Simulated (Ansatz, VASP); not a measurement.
## Te in VASP and in Ansatz

The input INCAR:

```
ALGO     = Normal         # electronic algorithm
EDIFF    = 1E-7           # SCF threshold, eV
ENCUT    = 520            # plane-wave cutoff, eV
GGA      = RP             # functional
ISIF     = 2              # what is computed and relaxed
ISMEAR   = -1             # smearing method
LASPH    = T              # aspherical terms in the spheres
LCHARG   = T              # write CHGCAR
LELF     = T              # ELF
LREAL    = F              # projectors in reciprocal space
LVHAR    = T            
LWAVE    = F              # write WAVECAR
NBANDS   = 20             # bands
NELM     = 80             # most SCF steps
PREC     = Accurate       # precision mode
SIGMA    = 0.1            # smearing width, eV
```

KPOINTS

```
k-points
0
Gamma
  10 10 5
```

The input POSCAR:

```
Te
1.0
    4.3191138181      0.0000000000      0.0000000000
   -2.1595569090      3.7404622883      0.0000000000
    0.0000000000      0.0000000000      8.3029099908
Te
4
Direct
    1.0000000000      1.0000000000      0.0000000000
    1.0000000000      1.0000000000      0.5000000000
    0.3333333333      0.6666666667      0.2500000000
    0.6666666667      0.3333333333      0.7500000000
```

Input for Ansatz:

```yaml
crystal:
  lattice:
    - [4.3191138181, 0.0, 0.0]
    - [-2.159556909, 3.7404622883, 0.0]
    - [0.0, 0.0, 8.3029099908]
  atoms:
    - { symbol: Te, position: [1.0, 1.0, 0.0] }
    - { symbol: Te, position: [1.0, 1.0, 0.5] }
    - { symbol: Te, position: [0.3333333333, 0.6666666667, 0.25] }
    - { symbol: Te, position: [0.6666666667, 0.3333333333, 0.75] }
hamiltonian:
  xc: rpbe
  pseudopotentials:
    kind: paw
    azcp:
      Te: "pseudopotentials/Te.paw.azcp"
basis:
  ecutwfc: 420
  fft_grid_basis: typed
kpoints:
  mp_grid: { grid: [10, 10, 5], shift: [0, 0, 0] }
magnetization:
  spin_polarized: false
scf:
  occupations: { method: fermi_dirac, width: 0.1 }
  lower_state_search: "off"
output:
  stress: true
```

Alike in both runs: task single point; functional RPBE; k mesh 10 × 10 × 5; occupations fermi-dirac, width 0.1 eV; no spin polarisation.

|  | VASP | Ansatz |
| --- | --- | --- |
| version | VASP 6.6.1 | Ansatz 0.2.0 |
| potentials or method | VASP PAW PBE potentials, release 64 (Te) | plane waves (420 eV) with PAW, scalar-relativistic |
| plane-wave cutoff (eV) | 520 | 420 |
| valence electrons in the cell | 24 | 64 |

```csv
,VASP,Ansatz,Ansatz less VASP
pressure (GPa),-0.1,0.0,+0.08
largest component of the traceless stress (GPa),0.26,0.27,+0.010
```

The functional is the same, so the differences come from potentials, cutoffs and numerics. The two sets of potentials don't hold the same shells in valence.

Caveats: the PAW data sets were made with another functional, which shifts forces and pressure a little (VASP). Spin-orbit coupling is left out, which matters for the levels of Te.
